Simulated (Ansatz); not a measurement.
# Ge, one cell by several methods

```
Ge
1.0
     2.97596    0.00000    0.00000
    -1.48798    2.57726    0.00000
     0.00000    0.00000    5.05350
Ge
2
Direct
  0.33333 0.66667 0.25000
  0.66667 0.33333 0.75000
```

Atom numbers follow the list: Ge1, Ge2.

The structure comes from a relaxation in the same program, started in the hcp type, and has space group P6_3/mmc. Whether it is a known phase or the ground state wasn't checked.

Levels of theory: DFT, PBE, PAW with Ansatz's default frozen-core files, scalar-relativistic (Ansatz 0.2.0); DFT, PBE, all-electron PAW with datasets made for the crystal, scalar-relativistic (Ansatz 0.2.0); DFT, PBE, all-electron LAPW, scalar-relativistic (Ansatz 0.2.0).

For PAW: a Γ-centred 15×15×8 k mesh, Fermi–Dirac smearing of 0.05 eV, cutoff 420 eV, no spin polarisation. The crystal-made all-electron datasets (AE datasets) take a cutoff of 140 eV at this cell. LAPW targets a basis error of 0.5 meV/atom. The Ansatz runs share mesh, smearing and spin set-up. Plane-wave (PAW) pressures include the program's estimate of the Pulay term.

Stress and pressure are positive in compression.

Levels count from the Fermi level.

| quantity | PAW | AE datasets | LAPW |
| --- | --- | --- | --- |
| pressure (GPa) | -0.01 | 0.02 | 0.02 |
| highest filled level at Γ (eV) | -5.459 | -5.459 | -5.459 |
| lowest empty level at Γ (eV) | 7.163 | 7.164 | 7.164 |
| highest filled level at L (eV) | -4.692 | -4.692 | -4.692 |
| lowest empty level at L (eV) | 4.194 | 4.195 | 4.195 |
| highest filled level at K (eV) | -0.606 | -0.606 | -0.606 |
| lowest empty level at K (eV) | 0.355 | 0.355 | 0.355 |
